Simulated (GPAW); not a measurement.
Al:

```
Al
1.0
     0.00000    2.02481    2.02481
     2.02481    0.00000    2.02481
     2.02481    2.02481    0.00000
Al
1
Cartesian
  0.0000 0.0000 0.0000
```

Base run:

| Property | Result |
| --- | --- |
| Program | GPAW 26.7.0 |
| Functional | RPBE |
| Potentials or basis | the program's PAW data sets (release 1.2.1) made for this functional |
| Cutoff | 600 eV |
| Basis | pw |
| k mesh | 11 × 11 × 11 |
| Occupations | fermi-dirac, width 0.05 eV |
| Spin | no spin polarisation |

Its results: pressure 1.2 GPa.

Question: The run is repeated on the same cell with these changes: functional from RPBE to LDA; potentials or basis from the program's PAW data sets (release 1.2.1) made for this functional to PAW data sets generated in the run's folder for this functional. What comes out?

Answer: Pressure -3.5 GPa.
